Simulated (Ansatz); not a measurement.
**Ti: the crystal squeezed far**

The task here is to estimate one member of a computed series from the others.

Computed with Ansatz 0.2.0 (DFT, PBE, PAW with Ansatz's default frozen-core files, scalar-relativistic, unless a step's input says otherwise).

### Starting point

It takes space group I4_1/amd (No. 141, tetragonal). Conventional cell: a = 5.070 Å, b = 5.070 Å, c = 2.788 Å, α = 90.00°, β = 90.00°, γ = 90.00°. Ti (site symmetry -4m2) is surrounded by 6 Ti at 2.63 to 2.79 Å.

As a file:

```
CELL_PARAMETERS angstrom
-2.53497 2.53497 1.39423
2.53497 -2.53497 1.39423
2.53497 2.53497 -1.39423
ATOMIC_POSITIONS crystal
Ti 0.62500 0.87500 0.75000
Ti 0.37500 0.12500 0.25000
```

Whether this phase is the stable one at these pressures isn't tested.

Atoms are numbered in the order of the input: Ti1, Ti2.

Set-up of the first run:

Input file input.yaml:

```yaml
crystal:
  lattice:
    - [-2.5349708383, 2.5349708383, 1.394233961]
    - [2.5349708383, -2.5349708383, 1.394233961]
    - [2.5349708383, 2.5349708383, -1.394233961]
  atoms:
    - { symbol: Ti, position: [-0.375, -0.125, -0.25] }
    - { symbol: Ti, position: [0.375, 0.125, 0.25] }
kpoints:
  mp_grid: { grid: [15, 15, 15] }
scf:
  occupations: { method: fermi_dirac, width: 0.1 }
hamiltonian:
  xc: pbe
  pseudopotentials: { kind: paw }
output:
  forces: true
  stress: true
relax:
  f_tol: 0.005
  max_steps: 40
  cell: {}
```

Started as:

```sh
> ansatz run input.yaml --threads 1 --pin off --max-ram 2048MiB --backend cpu --events-out ev --progress --plain --runs-dir out
```

Among the steps run: Cell relaxed at zero pressure, PAW; Volume scaled by 1, PAW; Shape and atoms relaxed at 0.95 of the volume, PAW; Volume scaled by 0.95, PAW; Shape and atoms relaxed at 0.85 of the volume, PAW; Volume scaled by 0.85, PAW; Shape and atoms relaxed at 0.75 of the volume, PAW; Volume scaled by 0.75, PAW; Shape and atoms relaxed at 0.65 of the volume, PAW; Volume scaled by 0.65, PAW; Shape and atoms relaxed at 0.55 of the volume, PAW; Volume scaled by 0.55, PAW; Shape and atoms relaxed at 0.45 of the volume, PAW; Volume scaled by 0.45, PAW; Shape and atoms relaxed at 0.4 of the volume, PAW; Volume scaled by 0.4, PAW.

One table of the session follows, with a row left open; its other results are not shown here.

| method | volume over the first | volume (Å³/atom) | pressure (GPa) |
| --- | --- | --- | --- |
| PAW | 1 | 17.481 | 0.01 |
| PAW | 0.95 | 16.607 | 5.18 |
| PAW | 0.85 | ? | ? |
| PAW | 0.75 | 13.111 | 43.79 |
| PAW | 0.65 | 11.363 | 83.85 |
| PAW | 0.55 | 9.615 | 155.11 |
| PAW | 0.45 | 7.867 | 296.18 |
| PAW | 0.4 | 6.992 | 422.43 |

Estimate the missing values for PAW, 0.85.

**Answer.** volume (Å³/atom): 14.859; pressure (GPa): 19.93. In the column «volume (Å³/atom)» it lies between PAW, 0.75 (13.111) and PAW, 0.95 (16.607).
